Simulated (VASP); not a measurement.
Runs of VASP 6.6.1 on KF (Carobbiite). It takes space group Fm-3m (No. 225, cubic). The conventional cell has a = 5.344 Å, b = 5.344 Å, c = 5.344 Å, α = 90.00°, β = 90.00°, γ = 90.00°. Around K (site symmetry m-3m) lie 6 F at 2.67 Å. F (site symmetry m-3m) is surrounded by 6 K at 2.67 Å. 

```tsv
task	cell	k mesh	cutoff (eV)	smearing	gap on the mesh (eV)	pressure (GPa)
single point	Fm-3m, 19.07 Å³/atom	6 × 6 × 6	520	gaussian 0.1 eV	6.17	1.4
relaxation of cell and atoms	relaxed from: cell and atoms relaxed tightly for response	8 × 8 × 8	600	gaussian 0.01 eV	5.95	0.0
single point	cell and atoms relaxed tightly for response	8 × 8 × 8	520	gaussian 0.01 eV	5.95	0.0
single point	Fm-3m, 19.89 Å³/atom	8 × 8 × 8	520	gaussian 0.02 eV	5.95	0.0
relaxation of cell and atoms	relaxed	8 × 8 × 8	600	gaussian 0.02 eV	(a)	0.0
```

Alike in all rows: level PBE; potentials or basis VASP PAW PBE potentials, release 64 (K_sv, F); no spin polarisation.

**Question.** Estimate the missing entries.

**Answer.** (a) 5.94.

Caveats: the relaxation stopped at its first step, so nothing moved (some runs).

A k mesh can miss the band edges.
